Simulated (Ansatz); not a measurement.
**Ideal shear of a crystal plane in Sn**

Computed with DFT PBE+D3(BJ), scalar-relativistic, plane waves, PAW in Ansatz 0.2.0. Cutoff 420 eV, Γ-centred 20×20×6 k-points, Gaussian smearing of 0.15 eV. No spin polarisation. Energies are free energies at this smearing, counted from the undisturbed cell; pressure is positive in compression.

Reference structure (relaxed at this level; this form isn't the usual structure):

```
Sn
1.0
    -1.75441    1.75461   -2.16749
    -1.75441   -1.75461    2.16749
     0.00000    7.01845    8.66996
Sn
4
Direct
  0.00000 0.00000 0.87500
  0.50000 0.50000 0.12500
  0.00000 0.00000 0.37500
  0.50000 0.50000 0.62500
```

The cut lies on the cell's a–b face, a (0 1 1) plane (indices in the standard cell, whose axes needn't be the Cartesian ones shown) of area 9.78 Å², between layers 2.73 Å apart. Vector c is tilted by f times 1·a − 1·b (length 5.577 Å) with the atoms' Cartesian places fixed: one unrelaxed fault a cell. The traction is dγ/du, the slope of γ against the slip u in Å.

| f | γ (mJ/m²) | traction (GPa) |
| --- | --- | --- |
| 0.0000 | 0 | 0.0 |
| 0.0833 | 7 | 0.2 |
| 0.1667 | 12 | 0.1 |
| 0.2500 | 19 | 0.3 |
| 0.3333 | 51 | 1.3 |
| 0.4167 | 154 | 3.2 |
| 0.5000 | 325 | 3.7 |
| 0.6667 | 417 | -2.4 |
| 0.8333 | 98 | -2.7 |

Q: Read off the first barrier and the stress needed to climb it, and compare with Frenkel's sinusoid.

A: The traction changes sign between f = 0.500 and 0.667, so by linear interpolation the first maximum lies at f = 0.601, a slip of 3.35 Å, with γ ≈ 450 mJ/m², which stands in for the unstable fault energy γ_us, and the steepest sampled slope before it is 3.7 GPa. A sinusoid γ = γ_us sin²(πu/λ) with its maximum there has λ = 6.70 Å and a largest slope πγ_us/λ = 2.1 GPa (1 mJ/m² per Å = 0.01 GPa).

Q: Is there a metastable fault on this line?

A: Apart from points where γ returns to about zero, no local minimum shows among the samples, so at this sampling the line offers no fault for a dislocation to split on; a fault can still lie off the line.

The cut is rigid; relaxing the faces lowers these energies and usually the stresses.

In a metal these slopes depend on the k mesh and the smearing.

Cost: 9 runs of about 18 core-minutes in all, on Arm Neoverse V2 (shared hosts).